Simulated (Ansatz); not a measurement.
LaAlO$_{3}$:
```
CELL_PARAMETERS angstrom
      3.81236     0.00000     0.00000
      0.00000     3.81236     0.00000
      0.00000     0.00000     3.81236
ATOMIC_POSITIONS crystal
  La 0.50000 0.50000 0.50000
  Al 0.00000 0.00000 0.00000
  O  0.00000 0.50000 0.00000
  O  0.50000 0.00000 0.00000
  O  0.00000 0.00000 0.50000
```

Cartesian axes are those of the cell as given.

Q: Give the high-frequency dielectric tensor and the Born effective charge tensors of the independent atoms from DFPT, plane-wave PAW PBE (Ansatz code).

A: 
ε∞:
```
4.83  0.00  0.00
0.00  4.83  0.00
0.00  0.00  4.83
```
Z* of atom 1 (La), rows: field, columns: displacement, in e:
```
4.49  0.00  0.00
0.00  4.49  0.00
0.00  0.00  4.49
```
Z* of atom 2 (Al), rows: field, columns: displacement, in e:
```
2.93  0.00  0.00
0.00  2.93  0.00
0.00  0.00  2.93
```
Z* of atom 3 (O), rows: field, columns: displacement, in e:
```
-2.47   0.00   0.00
 0.00  -2.47   0.00
 0.00   0.00  -2.47
```

Static charges for comparison (Bader): La1 +2.08, Al2 +2.55, O3 -1.55 e. Born charges measure polarisation by displacement and can exceed these by far.

Space group Pm-3m (cubic perovskite). This is a known high-temperature phase of the composition, computed here at zero pressure and temperature. The cell was relaxed with PBE under the symmetry of its start. At this level the phase is dynamically unstable (imaginary phonons). Spin–orbit coupling is left out wherever it is not named.

Potentials: the later of the program's two PAW sets.
